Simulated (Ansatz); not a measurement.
Crystal: Sr.

```
CELL_PARAMETERS angstrom
0.00000 3.04235 3.04235
3.04235 0.00000 3.04235
3.04235 3.04235 0.00000
ATOMIC_POSITIONS crystal
Sr 0.00000 0.00000 0.00000
```

Base run:

- Program: Ansatz 0.2.0
- Functional: LDA
- Potentials or basis: Ansatz PAW
- Cutoff: 420 eV
- Density cutoff: 1680 eV
- k mesh: 8 × 8 × 8
- Occupations: tetrahedron
- Spin: spin-orbit coupling, no magnetisation

Its results: band gap on the k mesh none (metal or under the smearing width); pressure -1.7 GPa.

Question: The run is repeated on the same cell with these changes: functional from LDA to PBEsol; occupations from tetrahedron to methfessel-paxton, width 0.025 eV. What comes out?

Answer: Band gap on the k mesh none (metal or under the smearing width); pressure -1.0 GPa.

Caveats: the PAW data sets come from PBE, with cores solved anew for the run's functional, which leaves a small shift of forces and pressure.

Not every run made on this cell is shown here.
